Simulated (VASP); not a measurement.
A calculation with VASP 6.6.1 of KBr (native input, structure from a POSCAR):

Contents of INCAR:

```
PREC = Accurate ; ENCUT = 550
EDIFF = 1E-7 ; ISMEAR = 0
SIGMA = 0.05 ; LREAL = False
LASPH = True ; NELM = 80
ALGO = Normal ; ISIF = 2
LWAVE = False ; LCHARG = False
GGA = CA ; NBANDS = 15
```

Contents of KPOINTS:

```
Automatic mesh
0
Gamma
  7 7 7
```

File POSCAR:

```
KBr
4.0435
    0.999999752690      0.000000000000      0.000000000000
    0.000000000000      0.999999752690      0.000000000000
    0.000000000000      0.000000000000      0.999999752690
Br K
1 1
Direct
    0.5000000000      0.5000000000      0.5000000000
    0.0000000000      0.0000000000      0.0000000000
```

Potentials or basis: VASP PAW LDA potentials, release 64 (Br_GW, K_sv_GW).

Command:

```sh
$ cat potpaw_LDA.64/Br_GW/POTCAR potpaw_LDA.64/K_sv_GW/POTCAR > POTCAR
$ mpirun -np 1 vasp_std > vasp.out
```

Measurements of this composition are mostly on another form, of space group No. 225.

**Question.** Write the same calculation in another form: ASE script, Cartesian positions.

**Answer.** As run:

Contents of run.py:

```python
from ase.calculators.vasp import Vasp
from ase.dft.bandgap import bandgap
from ase.io import read

atoms = read('KBr.xyz')
calc = Vasp(
    directory='calc',
    xc='lda',
    pp='LDA',
    setups='gw',
    prec='Accurate',
    encut=550,
    ediff=1e-07,
    ismear=0,
    sigma=0.05,
    lreal=False,
    lasph=True,
    nelm=60,
    algo='Normal',
    isif=2,
    lwave=False,
    lcharg=False,
    kpts=[7, 7, 7],
    gamma=True,
)
atoms.calc = calc

print('energy (eV):', atoms.get_potential_energy())
print('free energy (eV):', atoms.get_potential_energy(force_consistent=True))
print('forces (eV/A):')
print(atoms.get_forces())
print('stress (eV/A^3, Voigt):', atoms.get_stress())
print('Fermi level (eV):', calc.get_fermi_level())
gap, top, bottom = bandgap(calc)
print('band gap (eV):', gap, 'from (spin, k, band)', top, 'to', bottom)
```

Contents of KBr.xyz:

```xyz
2
Lattice="4.0434990000 0.0000000000 0.0000000000 0.0000000000 4.0434990000 0.0000000000 0.0000000000 0.0000000000 4.0434990000" Properties=species:S:1:pos:R:3 pbc="T T T"
Br     2.0217495000      2.0217495000      2.0217495000
K      0.0000000000      0.0000000000      0.0000000000
```

Potentials or basis: VASP PAW LDA potentials, release 64 (Br_GW, K_sv_GW).

Launch:

```console
$ python run.py
```

Both were run:

|  | native input, structure from a POSCAR | ASE script, Cartesian positions |
| --- | --- | --- |
| Pressure | -2.7 GPa | -2.7 GPa |
| Band gap on the k mesh | 3.50 eV, indirect (least direct gap 3.75 eV) | 3.50 eV, indirect (least direct gap 3.75 eV) |

Keys that steer only the numerical path or the files written may differ.

Caveat: an odd mesh through Γ misses points on the zone boundary, where band edges often lie.
